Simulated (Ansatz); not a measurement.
Re under strains and displacements

All numbers below come from DFT PBE, scalar-relativistic, plane waves, PAW (Ansatz 0.2.0).

Settings: cutoff 420 eV, Γ-centred mesh 18×18×10 on the computed 2-atom cell, Gaussian smearing of 0.10 eV; no spin polarisation.

Reference cell:

```
CELL_PARAMETERS angstrom
2.76534 0.00000 0.00000
-1.38267 2.39485 0.00000
0.00000 0.00000 4.47358
ATOMIC_POSITIONS crystal
Re 0.33333 0.66667 0.25000
Re 0.66667 0.33333 0.75000
```

Each variant moves atoms of this cell by the vectors given, if any (Å), and then applies a symmetric strain (tensor components, Cartesian axes). The reference cell isn't relaxed at this level. Energies are per atom at zero smearing, counted from the lowest variant. Pressure is positive in compression.

1. strain (xx yy zz yz xz xy, %) -0.08 -0.08 1.42 0.00 0.00 0.00
2. strain (xx yy zz yz xz xy, %) 2.71 2.71 -3.29 0.00 0.00 0.00
3. strain (xx yy zz yz xz xy, %) -4.38 -4.38 1.62 0.00 0.00 0.00
4. strain (xx yy zz yz xz xy, %) 3.69 3.69 5.19 0.00 0.00 0.00; moves: Re1 (0.000, 0.000, 0.250); Re2 (0.000, 0.000, -0.250)
5. strain (xx yy zz yz xz xy, %) -0.21 -0.21 8.79 0.00 0.00 0.00

```
variant  ΔE (meV/atom) P (GPa) largest force (eV/Å) space group
      1            0.0    -1.12                  0.00     P6_3/mmc
      2           41.6    -2.53                  0.00     P6_3/mmc
      3          189.1    37.95                  0.00     P6_3/mmc
      4          562.2     0.02                  4.64        P-3m1
      5          171.9   -19.54                  0.00     P6_3/mmc
```

Spin–orbit coupling is left out, which can shift energies with elements as heavy as these.